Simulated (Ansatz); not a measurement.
Runs of Ansatz 0.2.0 on PbS. It takes space group P-6m2 (No. 187, hexagonal). The conventional cell has a = 4.090 Å, b = 4.090 Å, c = 3.788 Å, α = 90.00°, β = 90.00°, γ = 120.00°. Around Pb (site symmetry -6m2) lie 6 S at 3.03 Å. Around S (site symmetry -6m2) lie 6 Pb at 3.03 Å. Measurements of this composition are mostly on another form, of space group No. 225.

```tsv
task	level	spin	cell	k mesh	smearing	points for each segment of the path	gap on the mesh (eV)	pressure (GPa)
band structure	PBE	SOC, no magnetisation	as given	6 × 6 × 5	fermi-dirac 0.05 eV	14	none	-0.4
band structure	LDA	off	as given	8 × 8 × 7	fermi-dirac 0.05 eV	14	-	(a)
relaxation of cell and atoms	PBE	off	relaxed	8 × 8 × 7	fermi-dirac 0.05 eV	-	0.21	0.0
band structure	PBE	off	as given	8 × 8 × 7	fermi-dirac 0.05 eV	14	-	0.0
single point	PBE	off	as given	8 × 8 × 7	gaussian 0.011 eV	-	0.21	0.1
```

Alike in all rows: potentials or basis Ansatz PAW; cutoff (eV) 420.

Estimate the missing entries.

(a) -4.4.

Caveats: spin-orbit coupling is left out, which moves the levels of the heavy elements (some runs); odd divisions of the mesh miss points on the zone boundary, where band edges often lie, so the gap on the mesh can be too wide (some runs); spin-orbit coupling is left out, which as a rule narrows the gap of such compounds by several tenths of an eV (some runs); the PAW data sets come from PBE, with cores solved anew for the run's functional, which leaves a small shift of forces and pressure (some runs); the plane-wave basis is chosen anew once the cell has moved, so the energies of steps on either side of that aren't comparable (some runs).

A k mesh can miss the band edges, and rows without SOC leave out spin-orbit coupling on Pb.

A gap of «none» marks a metal or a gap under the smearing width.
